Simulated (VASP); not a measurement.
# ZnS in VASP: one cell, several levels of theory

Zincblende ZnS, under -2.0 % strain along z alone is computed at one geometry. Runs: PBE, r2SCAN. The results are then set beside those of Ansatz 0.2.0 for the same cell.

The runs shown are made with VASP 6.6.1. PAW datasets, plane waves. The values are computed, spin-unpolarised, and not measurements.

**1. The structure to begin with**

The cell comes from an earlier relaxation with r2SCAN in another program, then strained, with the atoms relaxed again.

Space group I-4m2 (No. 119), tetragonal; conventional cell a = 3.810 Å, c = 5.280 Å, 19.16 Å³ an atom. Near Zn stand 4 S at 2.32 Å; near S stand 4 Zn at 2.32 Å.

As a file:

Space group I-4m2 (No. 119). a = 3.810 Å, b = 3.810 Å, c = 5.280 Å, α = 90.00°, β = 90.00°, γ = 90.00°
| atom | site | symmetry | x | y | z |
| --- | --- | --- | --- | --- | --- |
| Zn | 2a | -4m2 | 0.0000 | 0.0000 | 0.0000 |
| S | 2c | -4m2 | 0.0000 | 0.5000 | 0.2500 |

**2. PBE**

Input file INCAR:

```
ENCUT = 520.000000
SIGMA = 0.020000
EDIFF = 1.00e-07
GGA = PE
PREC = Accurate
IBRION = -1
ISIF = 2
ISMEAR = -1
NBANDS = 16
NELM = 120
NSW = 0
LASPH = .TRUE.
LCHARG = .FALSE.
LWAVE = .FALSE.
LREAL = .FALSE.
```

Input file KPOINTS:

```
KPOINTS created by Atomic Simulation Environment
0
Gamma
8 8 8
0 0 0
```

Input file KPOINTS_OPT:

```
special points
6
Reciprocal
0.0000000000 0.0000000000 0.0000000000 1
-0.5000000000 -0.5000000000 0.0000000000 1
-0.3750000000 -0.3750000000 0.2500000000 1
-0.3750000000 0.0000000000 0.3750000000 1
0.0000000000 0.0000000000 0.5000000000 1
-0.5000000000 -0.2500000000 0.2500000000 1
```

Input file POSCAR:

```
Zn S
 1.0000000000000000
     0.0000000000000000    2.6940858314999998    2.6402041149000000
     2.6940858314999998    0.0000000000000000    2.6402041149000000
     2.6940858314999998    2.6940858314999998    0.0000000000000000
 Zn  S
   1   1
Cartesian
  0.0000000000000000  0.0000000000000000  0.0000000000000000
  1.3470429157499999  1.3470429157499999  1.3201020574499998
```

Potentials: the recommended PBE PAW datasets, 18 valence electrons in the neutral cell.

Command:

```
$ mpirun -np 1 vasp_std
```

Standard output, without the iteration lines:

```text
POSCAR found type information on POSCAR ZnS
 POSCAR found :  2 types and       2 ions
 LDA part: xc-table for (Slater+PW92), standard interpolation
 POSCAR, INCAR and KPOINTS ok, starting setup
 FFT: planning ... GRIDC
 FFT: planning ... GRID_SOFT
 FFT: planning ... GRID
 WAVECAR not read
 entering main loop
 Start KPOINTS_OPT (optional k-point list driver)
k-point batch [1-6\6]
```

OSZICAR:

```text
N       E                     dE             d eps       ncg     rms          rms(c)
DAV:   1     0.893946001677E+02    0.89395E+02   -0.89927E+03  1888   0.135E+03
DAV:   2    -0.154197058390E+01   -0.90937E+02   -0.85297E+02  2136   0.261E+02
DAV:   3    -0.719442765220E+01   -0.56525E+01   -0.56277E+01  2304   0.632E+01
DAV:   4    -0.725377017581E+01   -0.59343E-01   -0.59330E-01  2392   0.678E+00
DAV:   5    -0.725445795755E+01   -0.68778E-03   -0.68776E-03  2392   0.694E-01    0.726E+00
DAV:   6    -0.684685937313E+01    0.40760E+00   -0.73742E-01  2784   0.305E+01    0.564E+00
DAV:   7    -0.682549755359E+01    0.21362E-01   -0.26236E-01  2344   0.469E+00    0.283E+00
DAV:   8    -0.682474888555E+01    0.74867E-03   -0.53731E-03  2488   0.975E-01    0.749E-01
DAV:   9    -0.682495134958E+01   -0.20246E-03   -0.13308E-03  2368   0.287E-01    0.952E-02
DAV:  10    -0.682511083418E+01   -0.15948E-03   -0.20744E-04  2296   0.106E-01    0.328E-02
DAV:  11    -0.682510790454E+01    0.29296E-05   -0.27330E-05  2296   0.413E-02    0.755E-03
DAV:  12    -0.682510829762E+01   -0.39309E-06   -0.27368E-06  2408   0.124E-02    0.331E-03
DAV:  13    -0.682510866839E+01   -0.37076E-06   -0.62436E-07  2360   0.467E-03    0.225E-03
DAV:  14    -0.682510859068E+01    0.77707E-07   -0.43340E-08  2088   0.322E-03
   1 F= -.68251086E+01 E0= -.68251086E+01  d E =-.262146E-12
       N       E                     dE             ncg
DAV:   1     0.144233591495E+04   -0.32164E+04      192
DAV:   2     0.886251449903E+03   -0.55608E+03      216
DAV:   3     0.851186738487E+03   -0.35065E+02      232
DAV:   4     0.850851785858E+03   -0.33495E+00      240
DAV:   5     0.850848210518E+03   -0.35753E-02      256
DAV:   6     0.850848149545E+03   -0.60973E-04      248
DAV:   7     0.850848148257E+03   -0.12876E-05      240
DAV:   8     0.850848148232E+03   -0.25802E-07      192
```

The lines after F= are the extra pass for the points of KPOINTS_OPT, at fixed density; their E is not a total energy.

OUTCAR, selected sections:

```text
k-points           NKPTS =     59   k-points in BZ     NKDIM =     59   number of bands    NBANDS=     16

   NELECT =      18.0000    total number of electrons

   dimension x,y,z NGX =    28 NGY =   28 NGZ =   28
   dimension x,y,z NGXF=    56 NGYF=   56 NGZF=   56

  energy-cutoff  :      520.00
  volume of cell :       38.33
      direct lattice vectors                 reciprocal lattice vectors
     0.000000000  2.694085831  2.640204115    -0.185591711  0.185591711  0.189379297
     2.694085831  0.000000000  2.640204115     0.185591711 -0.185591711  0.189379297
     2.694085831  2.694085831  0.000000000     0.185591711  0.185591711 -0.189379297

 k-points in reciprocal lattice and weights: KPOINTS created by Atomic Simulation Env
   0.00000000  0.00000000  0.00000000       0.002
   0.12500000 -0.00000000  0.00000000       0.016
   0.25000000 -0.00000000  0.00000000       0.016
   0.37500000 -0.00000000  0.00000000       0.016
   0.50000000 -0.00000000  0.00000000       0.008
   0.12500000  0.12500000  0.00000000       0.004
   0.25000000  0.12500000  0.00000000       0.016
   0.37500000  0.12500000  0.00000000       0.016
[... 51 more k-points ...]

 E-fermi :   2.8827

 k-point     1 :       0.0000    0.0000    0.0000
  band No.  band energies     occupation
      1     -10.9640      2.00000
      2      -4.0803      2.00000
      3      -4.0803      2.00000
      4      -4.0683      2.00000
      5      -3.5471      2.00000
      6      -3.5403      2.00000
      7       2.3585      2.00000
      8       2.3585      2.00000
      9       2.4277      2.00000
     10       4.6234      0.00000
     11       8.7585      0.00000
     12       8.7585      0.00000
     13       8.7623      0.00000
     14      14.0087      0.00000
     15      14.2992      0.00000
     16      14.4545      0.00000

 k-point     2 :       0.1250   -0.0000    0.0000
  band No.  band energies     occupation
      1     -10.8412      2.00000
      2      -4.0789      2.00000
      3      -4.0585      2.00000
      4      -4.0484      2.00000
      5      -3.5482      2.00000
      6      -3.5429      2.00000
      7       1.2478      2.00000
      8       2.1977      2.00000
      9       2.2557      2.00000
     10       5.4381      0.00000
     11       8.6816      0.00000
     12       9.0142      0.00000
     13       9.0366      0.00000
     14      13.4439      0.00000
     15      13.6900      0.00000
     16      15.2017      0.00000

 k-point     3 :       0.2500   -0.0000    0.0000
  band No.  band energies     occupation
      1     -10.5195      2.00000
      2      -4.0376      2.00000
      3      -4.0112      2.00000
      4      -3.9980      2.00000
      5      -3.5425      2.00000
      6      -3.5416      2.00000
      7      -0.5188      2.00000
      8       1.8489      2.00000
      9       1.9305      2.00000
     10       5.9431      0.00000
     11       9.3331      0.00000
     12       9.3553      0.00000
     13       9.5115      0.00000
     14      13.3303      0.00000
     15      13.4124      0.00000
     16      14.6948      0.00000

 k-point     4 :       0.3750   -0.0000    0.0000
  band No.  band energies     occupation
      1     -10.1520      2.00000
      2      -3.9747      2.00000
      3      -3.9591      2.00000
      4      -3.8205      2.00000
      5      -3.5260      2.00000
      6      -3.5212      2.00000
      7      -2.0919      2.00000
      8       1.5387      2.00000
      9       1.6417      2.00000
     10       5.8296      0.00000
     11       9.2982      0.00000
     12       9.4636      0.00000
     13      10.7680      0.00000
     14      14.2718      0.00000
     15      14.5457      0.00000
     16      14.5525      0.00000

 k-point     5 :       0.5000   -0.0000    0.0000
  band No.  band energies     occupation
      1      -9.9822      2.00000
      2      -3.9635      2.00000
      3      -3.9459      2.00000
      4      -3.5165      2.00000
      5      -3.5069      2.00000
      6      -3.3346      2.00000
      7      -3.0978      2.00000
      8       1.4181      2.00000
      9       1.5296      2.00000
     10       5.7431      0.00000
     11       9.2026      0.00000
     12       9.3894      0.00000
     13      11.3694      0.00000
     14      14.6796      0.00000
     15      15.7794      0.00000
     16      15.9468      0.00000

[... the tables of k-points 6 to 59 left out ...]

  Total        0.9278889      0.9278889      1.1084668      0.0000000      0.0000000      0.0000000
  in kB       38.7896810     38.7896810     46.3386024      0.0000000      0.0000000      0.0000000
  external PRESSURE =      41.3059881 kB  Pullay stress =       0.0000000 kB

 POSITION                                       TOTAL-FORCE (eV/Angst)
 -----------------------------------------------------------------------------------
      0.00000      0.00000      0.00000         0.000000      0.000000      0.000000
      1.34704      1.34704      1.32010        -0.000000     -0.000000      0.000000
 -----------------------------------------------------------------------------------
    total drift:                                0.000002      0.000002      0.000001

  FREE ENERGIE OF THE ION-ELECTRON SYSTEM (eV)
  ---------------------------------------------------
  free  energy   TOTEN  =        -6.8251085907 eV

  energy  without entropy=       -6.8251085907  energy(sigma->0) =       -6.82510859
```

Hardware: 1 MPI rank of Intel Xeon Platinum 8488C, shared host.

The levels at the points of KPOINTS_OPT are read from vasprun.xml.

Levels at the named points, in eV from the top of band v (v: the last filled band by count, c: the next):

```csv
point,v−1,v,c,c+1
Γ,-0.07,0.00,2.20,6.33
X,-2.44,-2.44,3.22,3.89
U,-3.28,-2.01,3.96,5.88
K,-3.30,-1.90,4.11,6.04
L,-1.01,-0.90,3.32,6.77
W,-2.93,-2.88,5.60,6.07
```

Gap with PBE: 2.20 eV, direct (Γ). The pressure is 4.13 GPa; the forces vanish within 0.01 eV/Å.

**3. r2SCAN at this geometry**

Input file INCAR:

```
ENCUT = 520.000000
SIGMA = 0.010000
EDIFF = 1.00e-07
ALGO = Normal
METAGGA = R2SCAN
PREC = Accurate
IBRION = -1
ISIF = 2
ISMEAR = 0
NBANDS = 16
NELM = 120
NSW = 0
LASPH = .TRUE.
LCHARG = .FALSE.
LWAVE = .FALSE.
LREAL = .FALSE.
```

KPOINTS is that of step 2.

KPOINTS_OPT is that of step 2.

POSCAR is that of step 2.

Command:

```
$ mpirun -np 1 vasp_std
```

Standard output, without the iteration lines:

```text
POSCAR found type information on POSCAR ZnS
 POSCAR found :  2 types and       2 ions
 -----------------------------------------------------------------------------
|                                                                             |
|                                                                             |
|     You enforced a specific xc type in the INCAR file but a different       |
|     I HOPE YOU KNOW WHAT YOU ARE DOING!                                     |
|                                                                             |
 -----------------------------------------------------------------------------

 LDA part: xc-table for (None), standard interpolation
 POSCAR, INCAR and KPOINTS ok, starting setup
 FFT: planning ... GRIDC
 FFT: planning ... GRID_SOFT
 FFT: planning ... GRID
 WAVECAR not read
 entering main loop
 Start KPOINTS_OPT (optional k-point list driver)
k-point batch [1-6\6]
```

OSZICAR:

```text
N       E                     dE             d eps       ncg     rms          rms(c)
DAV:   1     0.761775053101E+02    0.76178E+02   -0.91544E+03  1888   0.138E+03
DAV:   2    -0.161013502263E+02   -0.92279E+02   -0.86649E+02  2144   0.267E+02
DAV:   3    -0.218654195818E+02   -0.57641E+01   -0.57402E+01  2264   0.652E+01
DAV:   4    -0.219237665399E+02   -0.58347E-01   -0.58335E-01  2392   0.687E+00
DAV:   5    -0.219243806744E+02   -0.61413E-03   -0.61412E-03  2376   0.660E-01    0.751E+00
DAV:   6    -0.188762222391E+02    0.30482E+01   -0.14645E+00  1968   0.378E+01    0.663E+00
DAV:   7    -0.188444446220E+02    0.31778E-01   -0.43126E-01  2448   0.108E+01    0.383E+00
DAV:   8    -0.188593965546E+02   -0.14952E-01   -0.32725E-02  2400   0.172E+00    0.119E+00
DAV:   9    -0.188606780121E+02   -0.12815E-02   -0.33192E-03  2440   0.135E+00    0.114E-01
DAV:  10    -0.188607839986E+02   -0.10599E-03   -0.88151E-04  2280   0.314E-01    0.747E-02
DAV:  11    -0.188608169989E+02   -0.33000E-04   -0.25387E-04  2456   0.443E-01    0.545E-02
DAV:  12    -0.188608258641E+02   -0.88652E-05   -0.10324E-04  2368   0.273E-01    0.124E-02
DAV:  13    -0.188608256479E+02    0.21615E-06   -0.61343E-06  2360   0.274E-02    0.862E-03
DAV:  14    -0.188608290267E+02   -0.33787E-05   -0.43232E-07  2432   0.120E-02    0.412E-03
DAV:  15    -0.188608294923E+02   -0.46569E-06   -0.27220E-07  2424   0.104E-02    0.145E-03
DAV:  16    -0.188608294904E+02    0.19641E-08   -0.95671E-08  1136   0.253E-03
   1 F= -.18860829E+02 E0= -.18860829E+02  d E =-.283078E-52
       N       E                     dE             ncg
DAV:   1     0.141510855335E+04   -0.32437E+04      192
DAV:   2     0.841693630748E+03   -0.57341E+03      216
DAV:   3     0.805735033706E+03   -0.35959E+02      232
DAV:   4     0.805400528278E+03   -0.33451E+00      240
DAV:   5     0.805397113722E+03   -0.34146E-02      240
DAV:   6     0.805397057060E+03   -0.56662E-04      240
DAV:   7     0.805397055885E+03   -0.11744E-05      232
DAV:   8     0.805397055862E+03   -0.23625E-07      208
```

Parts of OUTCAR:

```text
k-points           NKPTS =     59   k-points in BZ     NKDIM =     59   number of bands    NBANDS=     16

   NELECT =      18.0000    total number of electrons

   dimension x,y,z NGX =    28 NGY =   28 NGZ =   28
   dimension x,y,z NGXF=    56 NGYF=   56 NGZF=   56

  energy-cutoff  :      520.00
  volume of cell :       38.33
      direct lattice vectors                 reciprocal lattice vectors
     0.000000000  2.694085831  2.640204115    -0.185591711  0.185591711  0.189379297
     2.694085831  0.000000000  2.640204115     0.185591711 -0.185591711  0.189379297
     2.694085831  2.694085831  0.000000000     0.185591711  0.185591711 -0.189379297

 k-points in reciprocal lattice and weights: KPOINTS created by Atomic Simulation Env
   0.00000000  0.00000000  0.00000000       0.002
   0.12500000 -0.00000000  0.00000000       0.016
   0.25000000 -0.00000000  0.00000000       0.016
   0.37500000 -0.00000000  0.00000000       0.016
   0.50000000 -0.00000000  0.00000000       0.008
   0.12500000  0.12500000  0.00000000       0.004
   0.25000000  0.12500000  0.00000000       0.016
   0.37500000  0.12500000  0.00000000       0.016
[... 51 more k-points ...]

 E-fermi :   2.2600

 k-point     1 :       0.0000    0.0000    0.0000
  band No.  band energies     occupation
      1     -11.7798      2.00000
      2      -4.5155      2.00000
      3      -4.5155      2.00000
      4      -4.5036      2.00000
      5      -3.9311      2.00000
      6      -3.9253      2.00000
      7       2.0838      2.00000
      8       2.0839      2.00000
      9       2.1553      2.00000
     10       4.9181      0.00000
     11       8.9893      0.00000
     12       8.9894      0.00000
     13       8.9904      0.00000
     14      14.2697      0.00000
     15      14.5884      0.00000
     16      14.8478      0.00000

 k-point     2 :       0.1250   -0.0000    0.0000
  band No.  band energies     occupation
      1     -11.6542      2.00000
      2      -4.5117      2.00000
      3      -4.4925      2.00000
      4      -4.4823      2.00000
      5      -3.9321      2.00000
      6      -3.9278      2.00000
      7       0.9998      2.00000
      8       1.9201      2.00000
      9       1.9801      2.00000
     10       5.7054      0.00000
     11       8.9039      0.00000
     12       9.2535      0.00000
     13       9.2753      0.00000
     14      13.6893      0.00000
     15      13.9424      0.00000
     16      15.6239      0.00000

 k-point     3 :       0.2500   -0.0000    0.0000
  band No.  band energies     occupation
      1     -11.3256      2.00000
      2      -4.4631      2.00000
      3      -4.4420      2.00000
      4      -4.4282      2.00000
      5      -3.9266      2.00000
      6      -3.9265      2.00000
      7      -0.8130      2.00000
      8       1.5629      2.00000
      9       1.6473      2.00000
     10       6.2058      0.00000
     11       9.5803      0.00000
     12       9.5901      0.00000
     13       9.7613      0.00000
     14      13.5902      0.00000
     15      13.6687      0.00000
     16      15.0190      0.00000

 k-point     4 :       0.3750   -0.0000    0.0000
  band No.  band energies     occupation
      1     -10.9514      2.00000
      2      -4.4014      2.00000
      3      -4.3856      2.00000
      4      -4.2315      2.00000
      5      -3.9115      2.00000
      6      -3.9059      2.00000
      7      -2.4402      2.00000
      8       1.2437      2.00000
      9       1.3501      2.00000
     10       6.0704      0.00000
     11       9.5002      0.00000
     12       9.6738      0.00000
     13      11.0599      0.00000
     14      14.6158      0.00000
     15      14.8860      0.00000
     16      14.8912      0.00000

 k-point     5 :       0.5000   -0.0000    0.0000
  band No.  band energies     occupation
      1     -10.7790      2.00000
      2      -4.3883      2.00000
      3      -4.3704      2.00000
      4      -3.9025      2.00000
      5      -3.8919      2.00000
      6      -3.7235      2.00000
      7      -3.4831      2.00000
      8       1.1193      2.00000
      9       1.2344      2.00000
     10       5.9760      0.00000
     11       9.3900      0.00000
     12       9.5848      0.00000
     13      11.6416      0.00000
     14      15.1199      0.00000
     15      16.1552      0.00000
     16      16.3319      0.00000

[... the tables of k-points 6 to 59 left out ...]

  Total        0.3453484      0.3453484      0.5413350      0.0000000      0.0000000      0.0000000
  in kB       14.4370222     14.4370222     22.6300935      0.0000000      0.0000000      0.0000000
  external PRESSURE =      17.1680459 kB  Pullay stress =       0.0000000 kB

 POSITION                                       TOTAL-FORCE (eV/Angst)
 -----------------------------------------------------------------------------------
      0.00000      0.00000      0.00000        -0.000000     -0.000000     -0.000000
      1.34704      1.34704      1.32010         0.000000      0.000000      0.000000
 -----------------------------------------------------------------------------------
    total drift:                                0.000005      0.000005      0.000021

  FREE ENERGIE OF THE ION-ELECTRON SYSTEM (eV)
  ---------------------------------------------------
  free  energy   TOTEN  =       -18.8608294904 eV

  energy  without entropy=      -18.8608294904  energy(sigma->0) =      -18.86082949
```

Hardware: 1 MPI rank of Intel Xeon Platinum 8488C, shared host.

The levels at the points of KPOINTS_OPT are read from vasprun.xml.

Near the gap, in eV above the top of the last filled band v; c is the band after it:

```csv
point,v−1,v,c,c+1
Γ,-0.07,0.00,2.76,6.83
X,-2.51,-2.51,3.54,4.29
U,-3.36,-2.06,4.33,6.34
K,-3.38,-1.95,4.49,6.52
L,-1.04,-0.92,3.82,7.23
W,-2.99,-2.96,5.95,6.63
```

The r2SCAN gap is 2.76 eV, direct at Γ. Pressure: 1.72 GPa; the forces vanish within 0.01 eV/Å.

**4. What came out**

```
 level  gap (eV)  pressure (GPa)  Ansatz: gap (eV)  Ansatz: pressure (GPa)
   PBE      2.20            4.13              2.19                    3.95
r2SCAN      2.76            1.72              2.75                    1.69
```

In words: The gap runs from 2.20 eV (PBE) to 2.76 eV (r2SCAN). The pressure is highest with PBE (4.1 GPa) and lowest with r2SCAN (1.7 GPa), which orders the cells that they would relax to. The two programs agree on the gap within 0.02 eV, far less than the spread between functionals. Each program uses its own PAW datasets and cutoff.
